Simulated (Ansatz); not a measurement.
A first try at a convergence test of the k-point mesh of GaSb, space group Immm, using Ansatz 0.2.0 through its Python package.

`gasb.py`
```python
"""k-point test for GaSb."""

import logging
import sys

import ansatz as az

logging.basicConfig(stream=sys.stdout, format="%(levelname)s %(message)s")
logger = logging.getLogger("ansatz_job")
logger.setLevel(logging.INFO)


def main() -> None:
    xtal = (
        az.Lattice.of((-1.555901, 2.675003, 2.893313), (1.555901, -2.675003, 2.893313), (1.555901, 2.675003, -2.893313))
        .atom("Ga", (0.0, 0.0, 0.0))
        .atom("Sb", (0.5, 0.5, 0.0))
    )

    base = (
        xtal.calculation()
        .occupations("fixed")
        .basis(550)
        .functional("r2SCAN")
        .band_table()
    )

    rows = []
    for value in [0.8, 0.6, 0.5, 0.4, 0.33]:
        rep = base.kpoints(spacing=value).run(threads=1).report
        rows.append((value, rep["free_energy_ev"] / len(rep["lattice"]["sites"]), rep["n_iterations"], rep["gap_by_band_count_ev"], rep["n_kpoints"]))

    logger.info("spacing (1/A)   F/atom (eV)    iterations  gap by band count (eV)      k-points")
    for row in rows:
        logger.info(f"{str(row[0]):>12s}  {row[1]:12.5f}  {row[2]:12d}  {row[3]:22.3f}  {row[4]:12d}")

    # differences from the last row
    for row in rows[:-1]:
        shift = 1000 * (row[1] - rows[-1][1])
        logger.info(f"{row[0]}: {shift:+.2f} meV/atom" + ("  (within 1 meV)" if abs(shift) < 1 else ""))


if __name__ == "__main__":
    main()
```

```console
$ python gasb.py
RunWarning: iter 1: σ=0 fill of 14 bands saw a band overlap (occupied 10.6966 eV > unoccupied 6.7855 eV) — on an unconverged iterate often a transient of an unconverged empty band; one that stands at [...]
RunWarning: the bands overlap at the fill by count (14 filled at each k-point of a channel): the highest filled level, 10.722475 eV at k-index 4, stands 3.8796 eV over the lowest empty one, 6.842918 [...]
INFO spacing (1/A)   F/atom (eV)    iterations  gap by band count (eV)      k-points
INFO          0.8   -5144.30671             7                  -3.880             8
INFO          0.6   -5144.22239             6                  -3.441            18
INFO          0.5   -5144.20649             6                  -3.684            27
INFO          0.4   -5144.23183             7                  -4.639            46
INFO         0.33   -5144.24131             6                  -4.478            95
INFO 0.8: -65.40 meV/atom
INFO 0.6: +18.92 meV/atom
INFO 0.5: +34.82 meV/atom
INFO 0.4: +9.48 meV/atom
```
(Warnings from the package without file and line, shortened, repeats left out.)

The script ran to its end, but the result can't be trusted. Why?

The fault: fixed occupations, though the bands overlap at this level of theory. The correction:

```diff
--- before
+++ after
@@ -21,6 +21,5 @@
         xtal.calculation()
-        .occupations("fixed")
+        .occupations("fermi_dirac", width=0.05)
         .basis(550)
         .functional("r2SCAN")
-        .band_table()
     )
@@ -30,7 +29,7 @@
         rep = base.kpoints(spacing=value).run(threads=1).report
-        rows.append((value, rep["free_energy_ev"] / len(rep["lattice"]["sites"]), rep["n_iterations"], rep["gap_by_band_count_ev"], rep["n_kpoints"]))
+        rows.append((value, rep["free_energy_ev"] / len(rep["lattice"]["sites"]), rep["n_iterations"], rep["n_kpoints"]))
 
-    logger.info("spacing (1/A)   F/atom (eV)    iterations  gap by band count (eV)      k-points")
+    logger.info("spacing (1/A)   F/atom (eV)    iterations      k-points")
     for row in rows:
-        logger.info(f"{str(row[0]):>12s}  {row[1]:12.5f}  {row[2]:12d}  {row[3]:22.3f}  {row[4]:12d}")
+        logger.info(f"{str(row[0]):>12s}  {row[1]:12.5f}  {row[2]:12d}  {row[3]:12d}")
```

After the fix:

Output of `python gasb.py`:
```text
INFO spacing (1/A)   F/atom (eV)    iterations      k-points
INFO          0.8   -5144.66985             7             8
INFO          0.6   -5144.55250             7            18
INFO          0.5   -5144.54805             7            27
INFO          0.4   -5144.61645             7            46
INFO         0.33   -5144.60838             7            95
INFO 0.8: -61.46 meV/atom
INFO 0.6: +55.88 meV/atom
INFO 0.5: +60.34 meV/atom
INFO 0.4: -8.06 meV/atom
```

What to keep in mind:
- This cell is a computed structure, which may not be the phase found in nature.
- Shifts are counted from the finest mesh, which is itself no proven limit.
- Run time: 27 s on 1 thread of Arm Neoverse V1, with other jobs on the host, peak memory 0.6 GiB.
